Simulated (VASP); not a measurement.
C2H2, 4 atoms in the cell. The cell holds a molecule in a box, 4 atoms: a = 12.705 Å, b = 13.205 Å, c = 13.705 Å, α = 90.00°, β = 90.00°, γ = 90.00°. 

```yaml
Program: VASP 6.6.1
Task: single point
Functional: PBE
Potentials_or_basis: VASP PAW PBE potentials, release 64 (C, H)
Cutoff: 400 eV
k_mesh: 1 × 1 × 1
Occupations: gaussian, width 0.01 eV
Spin: no spin polarisation
Further_INCAR_settings: ALGO = Normal; EDIFF = 1e-06; NBANDS = 13; ISYM = 0
```

Potentials or basis: VASP PAW PBE potentials, release 64 (C, H).

Launch:

```sh
$ cat potpaw_PBE.64/C/POTCAR potpaw_PBE.64/H/POTCAR > POTCAR
$ mpirun -np 4 vasp_gam > vasp.out
```

Hardware: 4 MPI ranks on AMD EPYC 7R13 Processor (Zen 3) (shared host).

**Question.** How long does it take, and how much memory?

**Answer.** Run time: 37 s on 4 MPI ranks on AMD EPYC 7R13 Processor (Zen 3), with other jobs on the host, peak memory 0.41 GiB a rank. Counts: scf iterations 23, k points 1.
